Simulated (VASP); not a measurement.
# Al (Fm-3m) in VASP: notebook

Runs on Al. Level: PBE. Tasks: single point.

All numbers are computed with VASP 6.6.1; they aren't measurements. Logs are shortened: lines on timing, memory, paths and dates and some standing lists are left out, and cuts for length are marked.

### 1 The undisturbed crystal

Symmetry: Fm-3m, No. 225, cubic system. The conventional cell has a = 4.050 Å, b = 4.050 Å, c = 4.050 Å, α = 90.00°, β = 90.00°, γ = 90.00°. Al (site symmetry m-3m) is surrounded by 12 Al at 2.86 Å.

### 2 Single point, PBE (a relaxed cell with its volume scaled by 0.91)

INCAR

```
  ALGO = Normal
  EDIFF = 1E-7
  ENCUT = 520
  GGA = PE
  ISIF = 2
  ISMEAR = 0
  LASPH = True
  LCHARG = False
  LREAL = False
  LWAVE = False
  NELM = 80
  PREC = Accurate
  SIGMA = 1.0
```

KPOINTS

```
k-points
0
Gamma
  18 18 18
```

POSCAR

```
Al                                      
1.0
    0.0000000000      1.9635710524      1.9635710524
    1.9635710524      0.0000000000      1.9635710524
    1.9635710524      1.9635710524      0.0000000000
  Al            
     1
Direct
     0.0000000000000000    0.0000000000000000    0.0000000000000000
```

Potentials or basis: VASP PAW PBE potentials, release 64 (Al).

The run is started by

```bash
$ cat potpaw_PBE.64/Al/POTCAR > POTCAR
$ mpirun -np 1 vasp_std > vasp.out
```

OUTCAR:

```text
EDIFF = 1E-7
   ENCUT = 520
   GGA = PE
   ISIF = 2
   ISMEAR = 0
   LASPH = True
   LREAL = False
   NELM = 80
   PREC = Accurate

 ion  position               nearest neighbor table
   1  0.000  0.000  0.000-

  LATTYP: Found a face centered cubic cell.
 ALAT       =     3.9271421048

  Lattice vectors:

 A1 = (   0.0000000000,   1.9635710524,   1.9635710524)
 A2 = (   1.9635710524,   0.0000000000,   1.9635710524)
 A3 = (   1.9635710524,   1.9635710524,   0.0000000000)

Analysis of symmetry for initial positions (statically):
=====================================================================
 Subroutine PRICEL returns:
 Original cell was already a primitive cell.

 Routine SETGRP: Setting up the symmetry group for a
 face centered cubic supercell.

 Subroutine GETGRP returns: Found 48 space group operations
 (whereof 48 operations were pure point group operations)
 out of a pool of 48 trial point group operations.

The static configuration has the point symmetry O_h .

Analysis of symmetry for dynamics (positions and initial velocities):
=====================================================================
 Subroutine PRICEL returns:
 Original cell was already a primitive cell.

 Routine SETGRP: Setting up the symmetry group for a
 face centered cubic supercell.

 Subroutine GETGRP returns: Found 48 space group operations
 (whereof 48 operations were pure point group operations)
 out of a pool of 48 trial point group operations.

The dynamic configuration has the point symmetry O_h .

 Subroutine INISYM returns: Found 48 space group operations
 (whereof 48 operations are pure point group operations),
 and found     1 'primitive' translations

----------------------------------------------------------------------------------------

                                     Primitive cell

  volume of cell :      15.1415

  direct lattice vectors                    reciprocal lattice vectors
     0.000000000  1.963571052  1.963571052    -0.254638099  0.254638099  0.254638099
     1.963571052  0.000000000  1.963571052     0.254638099 -0.254638099  0.254638099
     1.963571052  1.963571052  0.000000000     0.254638099  0.254638099 -0.254638099

  length of vectors
     2.776908813  2.776908813  2.776908813     0.441046125  0.441046125  0.441046125

  position of ions in fractional coordinates (direct lattice)
     0.000000000  0.000000000  0.000000000

  ion indices of the primitive-cell ions
   primitive index   ion index
                 1           1

----------------------------------------------------------------------------------------

 KPOINTS: k-points

Automatic generation of k-mesh.
 Grid dimensions read from file:
 generate k-points for:   18   18   18

 Generating k-lattice:

  Cartesian coordinates                     Fractional coordinates (reciprocal lattice)
    -0.014146561  0.014146561  0.014146561     0.055555556  0.000000000  0.000000000
     0.014146561 -0.014146561  0.014146561     0.000000000  0.055555556  0.000000000
     0.014146561  0.014146561 -0.014146561     0.000000000  0.000000000  0.055555556

  Length of vectors
     0.024502562  0.024502562  0.024502562

  Shift w.r.t. Gamma in fractional coordinates (k-lattice)
     0.000000000  0.000000000  0.000000000

 Subroutine IBZKPT returns following result:
 ===========================================

 Found    195 irreducible k-points:

 Following reciprocal coordinates:
            Coordinates               Weight
  0.000000  0.000000  0.000000      1.000000
  0.055556  0.000000  0.000000      8.000000
  0.111111  0.000000  0.000000      8.000000
  0.166667  0.000000  0.000000      8.000000
  0.222222  0.000000  0.000000      8.000000
  0.277778  0.000000  0.000000      8.000000
  0.333333  0.000000  0.000000      8.000000
  0.388889  0.000000  0.000000      8.000000
  0.444444  0.000000  0.000000      8.000000
  0.500000  0.000000  0.000000      4.000000
  0.055556  0.055556  0.000000      6.000000
  0.111111  0.055556  0.000000     24.000000
  0.166667  0.055556  0.000000     24.000000
  0.222222  0.055556  0.000000     24.000000
  0.277778  0.055556  0.000000     24.000000
  0.333333  0.055556  0.000000     24.000000
  0.388889  0.055556  0.000000     24.000000
  0.444444  0.055556  0.000000     24.000000
  0.500000  0.055556  0.000000     24.000000
 -0.444444  0.055556  0.000000     24.000000
 -0.388889  0.055556  0.000000     24.000000
 -0.333333  0.055556  0.000000     24.000000
 -0.277778  0.055556  0.000000     24.000000
 -0.222222  0.055556  0.000000     24.000000
 [... further k-points ...]
   k-points           NKPTS =    195   k-points in BZ     NKDIM =    195   number of bands    NBANDS=      5
   number of dos      NEDOS =    301   number of ions     NIONS =      1
   total plane-waves  NPLWV =  13824
   dimension x,y,z NGX =    24 NGY =   24 NGZ =   24
   dimension x,y,z NGXF=    48 NGYF=   48 NGZF=   48
   ions per type =               1
   NGX,Y,Z   is equivalent  to a cutoff of  14.37, 14.37, 14.37 a.u.
   NGXF,Y,Z  is equivalent  to a cutoff of  28.74, 28.74, 28.74 a.u.
 SYSTEM =  unknown system
   PREC   = accura    normal or accurate (medium, high low for compatibility)
   ISTART =      0    job   : 0-new  1-cont  2-samecut
   ICHARG =      2    charge: 1-file 2-atom 10-const
   ISPIN  =      1    spin polarized calculation?
   LNONCOLLINEAR =      F non collinear calculations
   LSORBIT =      F    spin-orbit coupling
   LASPH  =      T    aspherical Exc in radial PAW
   ENCUT  =  520.0 eV  38.22 Ry    6.18 a.u.   5.16  5.16  5.16*2*pi/ulx,y,z
   NELM   =     80;   NELMIN=  2; NELMDL= -5     # of ELM steps
   EDIFF  = 0.1E-06   stopping-criterion for ELM
   LREAL  =      F    real-space projection
   EDIFFG = 0.1E-05   stopping-criterion for IOM
   NSW    =      0    number of steps for IOM
   IBRION =     -1    ionic relax: 0-MD 1-quasi-New 2-CG
   NFREE  =      0    steps in history (QN), initial steepest desc. (CG)
   ISIF   =      2    stress and relaxation
   ISYM   =      2    0-nonsym 1-usesym 2-fastsym
   POTIM  = 0.5000    time-step for ionic-motion
   TEBEG  =    0.0;   TEEND  =   0.0 temperature during run
   PSTRESS=    0.0 pullay stress
   NELECT =       3.0000    total number of electrons
   NUPDOWN=      -1.0000    fix difference up-down
   EMIN   =  10.00;   EMAX   =-10.00  energy-range for DOS
   EFERMI =   0.00;   METHOD = LEGACY
   ISMEAR =     0;   SIGMA  =   1.00  broadening in eV -4-tet -1-fermi 0-gaus
   EFERMI_NEDOS =   21; number of points for ismear=-14 and -15
   IALGO  =     38    algorithm
   IMIX   =      4    mixing-type and parameters
     AMIX     =   0.40;   BMIX     =  1.00
     AMIX_MAG =   1.60;   BMIX_MAG =  1.00
  volume/ion in A,a.u.               =      15.14       102.18
  Fermi-wavevector in a.u.,A,eV,Ry     =   0.954389  1.803533 12.392973  0.910858
  Thomas-Fermi vector in A             =   2.083131
   LORBIT       =      0    0 simple, 1 ext, 2 COOP (PROOUT), +10 PAW based schemes
   GGA     = PE    functional components
   LHFCALC =     F    Hartree Fock is set to
   AEXX    =    0.0000 exact exchange contribution
   IVDW    =     0    specifies the selected vdW correction
   LEPSILON=     F    determine dielectric tensor
   LRPA    =     F    only Hartree local field effects (RPA)
 non-spin polarized calculation
 Gauss-broadening in eV      SIGMA  =   1.00
  energy-cutoff  :      520.00
  volume of cell :       15.14
 maximum number of plane-waves:       419
 NGX is ok and might be reduce to    24
   NGX = 11   NGY = 11   NGZ = 11

 number of electron       3.0000000 magnetization

 Free energy of the ion-electron system (eV)
  ---------------------------------------------------
  ext. energy  EPLUGINS =         0.00000000
  ---------------------------------------------------
  free energy    TOTEN  =        -3.80918363 eV

  energy without entropy =       -3.62000123  energy(sigma->0) =       -3.71459243

 E-fermi :   8.9093     XC(G=0): -10.5113

 val. band max:        8.9089410318   @ k =  -0.4444   0.3333   0.1111
 cond. band min:       8.9155485381   @ k =  -0.2222   0.3889   0.1667
 fundamental gap:      0.0066075063
 Fermi energy:         8.9093047684

 k-point     1 :       0.0000    0.0000    0.0000
  band No.  band energies     occupation
      1      -2.8154      2.00000
      2      22.0333      0.00000
      3      22.0333      0.00000
      4      22.0333      0.00000
      5      24.2012      0.00000

 k-point     2 :       0.0556    0.0000    0.0000
  band No.  band energies     occupation
      1      -2.7266      2.00000
      2      20.5535      0.00000
      3      21.7885      0.00000
      4      21.7885      0.00000
      5      24.5929      0.00000

 k-point     3 :       0.1111    0.0000    0.0000
  band No.  band energies     occupation
      1      -2.4605      2.00000
      2      18.2447      0.00000
      3      21.3282      0.00000
      4      21.3282      0.00000
      5      24.6009      0.00000

 k-point     4 :       0.1667    0.0000    0.0000
  band No.  band energies     occupation
      1      -2.0182      2.00000
      2      15.9021      0.00000
      3      20.8996      0.00000
      4      20.8996      0.00000
      5      24.3869      0.00000

 k-point     5 :       0.2222    0.0000    0.0000
  band No.  band energies     occupation
      1      -1.4016      2.00000
      2      13.6353      0.00000
      3      20.5761      0.00000
      4      20.5761      0.00000
      5      24.1795      0.00000

 k-point     6 :       0.2778    0.0000    0.0000
  band No.  band energies     occupation
      1      -0.6130      2.00000
      2      11.4794      0.00028
      3      20.3804      0.00000
      4      20.3804      0.00000
      5      24.0231      0.00000

 k-point     7 :       0.3333    0.0000    0.0000
  band No.  band energies     occupation
      1       0.3443      2.00000
      2       9.4513      0.44342
      3      20.3202      0.00000
      4      20.3202      0.00000
      5      23.0746      0.00000

 k-point     8 :       0.3889    0.0000    0.0000
  band No.  band energies     occupation
      1       1.4661      2.00000
      2       7.5616      1.94335
      3      20.3968      0.00000
      4      20.3968      0.00000
      5      22.2697      0.00000

 k-point     9 :       0.4444    0.0000    0.0000
  band No.  band energies     occupation
      1       2.7450      2.00000
      2       5.8211      1.99999
      3      20.5985      0.00000
      4      20.5985      0.00000
      5      21.6284      0.00000

 k-point    10 :       0.5000    0.0000    0.0000
  band No.  band energies     occupation
      1       3.9852      2.00000
      2       4.4270      2.00000
      3      20.7922      0.00000
      4      20.7922      0.00000
      5      21.2879      0.00000

 k-point    11 :       0.0556    0.0556    0.0000
  band No.  band energies     occupation
      1      -2.6970      2.00000
      2      21.1122      0.00000
      3      21.1122      0.00000
      4      21.2146      0.00000
      5      23.9128      0.00000

 k-point    12 :       0.1111    0.0556    0.0000
  band No.  band energies     occupation
      1      -2.4900      2.00000
      2      19.0354      0.00000
      3      20.4773      0.00000
      4      21.3689      0.00000
      5      24.0485      0.00000

 k-point    13 :       0.1667    0.0556    0.0000
  band No.  band energies     occupation
      1      -2.1065      2.00000
      2      16.7184      0.00000
      3      19.9526      0.00000
      4      21.1777      0.00000
      5      24.7723      0.00000

 k-point    14 :       0.2222    0.0556    0.0000
  band No.  band energies     occupation
      1      -1.5481      2.00000
      2      14.4359      0.00000
      3      19.5590      0.00000
      4      20.8983      0.00000
      5      23.8525      0.00000

 k-point    15 :       0.2778    0.0556    0.0000
  band No.  band energies     occupation
      1      -0.8170      2.00000
      2      12.2483      0.00000
      3      19.3045      0.00000
      4      20.6799      0.00000
      5      22.7161      0.00000

 k-point    16 :       0.3333    0.0556    0.0000
  band No.  band energies     occupation
      1       0.0839      2.00000
      2      10.1806      0.07219
      3      19.1928      0.00000
      4      20.5556      0.00000
      5      21.7313      0.00000

 k-point    17 :       0.3889    0.0556    0.0000
  band No.  band energies     occupation
      1       1.1507      2.00000
      2       8.2466      1.65137
      3      19.2258      0.00000
      4      20.4166      0.00000
      5      21.0404      0.00000

 k-point    18 :       0.4444    0.0556    0.0000
  band No.  band energies     occupation
      1       2.3779      2.00000
      2       6.4566      1.99948
      3      19.4050      0.00000
      4      19.9245      0.00000
      5      20.9950      0.00000

 k-point    19 :       0.5000    0.0556    0.0000
  band No.  band energies     occupation
      1       3.7351      2.00000
      2       4.8432      2.00000
      3      19.3858      0.00000
      4      19.7309      0.00000
      5      21.2942      0.00000

 k-point    20 :      -0.4444    0.0556    0.0000
  band No.  band energies     occupation
      1       3.2764      2.00000
      2       5.3531      2.00000
      3      18.9679      0.00000
      4      20.2033      0.00000
      5      21.7717      0.00000

 k-point    21 :      -0.3889    0.0556    0.0000
  band No.  band energies     occupation
      1       1.9516      2.00000
      2       7.0361      1.99193
      3      18.6929      0.00000
      4      20.8160      0.00000
      5      21.8075      0.00000

 k-point    22 :      -0.3333    0.0556    0.0000
  band No.  band energies     occupation
      1       0.7770      2.00000
      2       8.8750      1.03875
      3      18.5655      0.00000
      4      21.4619      0.00000
      5      21.7940      0.00000

 k-point    23 :      -0.2778    0.0556    0.0000
  band No.  band energies     occupation
      1      -0.2351      2.00000
      2      10.8538      0.00596
      3      18.5871      0.00000
      4      21.6016      0.00000
      5      22.5705      0.00000

 k-point    24 :      -0.2222    0.0556    0.0000
  band No.  band energies     occupation
      1      -1.0797      2.00000
      2      12.9609      0.00000
      3      18.7574      0.00000
      4      21.7398      0.00000
      5      23.6142      0.00000

 [... further k-points ...]
[... 5 lines left out ...]
  --------------------------------------------------------------------------------------
  -------------------------------------------------------------------------------------
  Total        0.8339662      0.8339662      0.8339662      0.0000000      0.0000000      0.0000000
  in kB       88.2448073     88.2448073     88.2448073      0.0000000      0.0000000      0.0000000
  external PRESSURE =      88.2448073 kB  Pullay stress =       0.0000000 kB

 VOLUME and BASIS-vectors are now :
 -----------------------------------------------------------------------------
  energy-cutoff  :      520.00
  volume of cell :       15.14
      direct lattice vectors                 reciprocal lattice vectors
     0.000000000  1.963571052  1.963571052    -0.254638099  0.254638099  0.254638099
     1.963571052  0.000000000  1.963571052     0.254638099 -0.254638099  0.254638099
     1.963571052  1.963571052  0.000000000     0.254638099  0.254638099 -0.254638099

 POSITION                                       TOTAL-FORCE (eV/Angst)
 -----------------------------------------------------------------------------------
      0.00000      0.00000      0.00000         0.000000      0.000000      0.000000
 -----------------------------------------------------------------------------------
    total drift:                                0.000000     -0.000000     -0.000000

  FREE ENERGIE OF THE ION-ELECTRON SYSTEM (eV)
  ---------------------------------------------------
  free  energy   TOTEN  =        -3.8091836302 eV

  energy  without entropy=       -3.6200012289  energy(sigma->0) =       -3.71459243
```

Run time: 4.3 s. Hardware: 1 thread of Intel Xeon 6975P-C (Granite Rapids), shared host; peak memory 0.13 GiB.

What came out:

| Property | Result |
| --- | --- |
| Free energy | -3.8092 eV |
| Pressure | 8.8 GPa |
| Band gap on the k mesh | none (metal or under the smearing width) |

### 3 Single point, PBE (a relaxed cell with its volume scaled by 1.09)

INCAR is that of step 2.

KPOINTS is that of step 2.

POSCAR

```
Al                                      
1.0
    0.0000000000      2.0853309526      2.0853309526
    2.0853309526      0.0000000000      2.0853309526
    2.0853309526      2.0853309526      0.0000000000
  Al            
     1
Direct
     0.0000000000000000    0.0000000000000000    0.0000000000000000
```

Potentials or basis: VASP PAW PBE potentials, release 64 (Al).

The run is started by

```bash
$ cat potpaw_PBE.64/Al/POTCAR > POTCAR
$ mpirun -np 1 vasp_std > vasp.out
```

Run time: 4.8 s. Hardware: 1 thread of Intel Xeon 6975P-C (Granite Rapids), shared host; peak memory 0.14 GiB.

Results (log left out):

- Free energy: -3.8203 eV
- Pressure: -5.3 GPa
- Band gap on the k mesh: none (metal or under the smearing width)

Levels at points of the mesh, in eV from the Fermi level:
```tsv
k point	band 1	band 2	band 3	band 4	band 5
(0.00, 0.00, 0.00)	-10.48	12.13	12.13	12.13	12.93
(0.50, 0.00, 0.00)	-4.24	-4.20	10.46	10.46	11.05
(0.50, 0.50, 0.00)	-2.68	-1.58	5.19	5.19	5.25
```
